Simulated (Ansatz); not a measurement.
# Tl (Thallium): a relaxation

Aim: a sound relaxation of Tl (Thallium). The structure is shown as the input types it.

Computed with Ansatz 0.2.0 (DFT, PBEsol, PAW with Ansatz's default frozen-core files, scalar-relativistic; relaxation of cell and atoms, unless a step's input says otherwise).

### 1 The starting structure

It takes space group P6_3/mmc (No. 194, hexagonal). Conventional cell: a = 3.456 Å, b = 3.456 Å, c = 5.525 Å, α = 90.00°, β = 90.00°, γ = 120.00°. Around Tl (site symmetry -6m2) lie 12 Tl at 3.41 to 3.46 Å.

Coordinates:

```cif
data_structure
_symmetry_space_group_name_H-M 'P 1'
_symmetry_Int_Tables_number 1
_cell_length_a 3.4560
_cell_length_b 3.4560
_cell_length_c 5.5250
_cell_angle_alpha 90.000
_cell_angle_beta 90.000
_cell_angle_gamma 120.000
_cell_volume 57.15
loop_
_atom_site_label
_atom_site_type_symbol
_atom_site_fract_x
_atom_site_fract_y
_atom_site_fract_z
_atom_site_occupancy
Tl1 Tl 0.33333 0.66667 0.25000 1
Tl2 Tl 0.66667 0.33333 0.75000 1
```

### 2 The calculation

input.yaml reads:

```yaml
crystal:
  lattice:
    - [3.45600000001, 0.0, 0.0]
    - [-1.728, 2.99298379549, 0.0]
    - [0.0, 0.0, 5.525]
  atoms:
    - { symbol: Tl, position: [0.333333333333, 0.666666666667, 0.25] }
    - { symbol: Tl, position: [0.666666666667, 0.333333333333, 0.75] }
kpoints:
  mp_grid: { grid: [12, 12, 6] }
scf:
  occupations: { method: fermi_dirac, width: 0.1 }
  convergence: { dr2_threshold: 1.0e-16 }
  max_iter: 60
hamiltonian:
  xc: pbesol
  pseudopotentials: { kind: paw }
relax:
  f_tol: 0.002
  max_steps: 80
  cell: {}
output:
  forces: true
  stress: true
```

Launch:

```
ansatz run input.yaml --threads 1 --pin off --max-ram 3072MiB --backend cpu --events-out ev --progress --plain --runs-dir out
```

What happens when this is run?

The run converged and reported no error. Convergence says nothing about whether the input makes sense.

Look at the input: scf.convergence.dr2_threshold is 1.0e-16. What could go wrong: threshold needlessly tight. Once met, so tight a threshold does no harm; it costs cycles.

The test: delete scf.convergence.dr2_threshold (the default then holds).
